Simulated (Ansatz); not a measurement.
Set up this calculation in Ansatz 0.2.0, as the native input.

```
Task                : single point
Functional          : PBE
Potentials or basis : all-electron LAPW, scalar-relativistic
Cutoff              : 329 eV (chosen from the basis error)
Basis error allowed : 0.001 eV/atom
k mesh              : 7 × 7 × 6
Occupations         : fermi-dirac, width 0.05 eV
Spin                : no spin polarisation
```

Crystal: PbO (Litharge).

```
Pb O
1.0
     3.99000    0.00000    0.00000
     0.00000    3.99000    0.00000
     0.00000    0.00000    5.01000
Pb O
2 2
Cartesian
  2.0050 0.0011 3.8280
  -0.0420 2.0262 1.2396
  1.9741 2.0212 -0.0111
  -0.0250 0.0496 0.0413
```

The cell isn't the ideal one: atoms moved at random, drawn with an rms of 0.05 Å.

One way to write it, as run:

input.yaml

```yaml
crystal:
  lattice:
    - [3.99, 0.0, 0.0]
    - [0.0, 3.99, 0.0]
    - [0.0, 0.0, 5.01]
  atoms:
    - { symbol: Pb, position: [0.50251, 0.000286, 0.764071] }
    - { symbol: Pb, position: [-0.010529, 0.507817, 0.247432] }
    - { symbol: O, position: [0.494756, 0.506561, -0.00222] }
    - { symbol: O, position: [-0.006269, 0.01242, 0.008244] }
kpoints:
  mp_grid: { grid: [7, 7, 6] }
scf:
  occupations: { method: fermi_dirac, width: 0.05 }
hamiltonian:
  xc: pbe
  pseudopotentials: { kind: all_electron, lapw: { basis_error: 0.001 } }
output:
  forces: true
  stress: true
  eigenvalues: true
  populations: true
```

Potentials or basis: all-electron LAPW, scalar-relativistic.

Run with:

```sh
$ ansatz run input.yaml --threads 2 --pin off --max-ram 6144MiB --backend cpu --events-out ev --progress --plain --runs-dir out
```

Results of the run:

```json
{
 "Pressure": "2.6 GPa",
 "Largest force": "0.283 eV/Å",
 "Band gap on the k mesh": "1.36 eV, indirect (least direct gap 2.31 eV)",
 "Loewdin charges": "Pb +0.76; O -0.71 e"
}
```

Caveat: spin-orbit coupling is left out, which as a rule narrows the gap of such compounds by several tenths of an eV; an odd mesh through Γ misses points on the zone boundary, where band edges often lie.

Run time: 3.9 min on 2 threads of Arm Neoverse V2, on a shared host, peak memory 1.4 GiB.
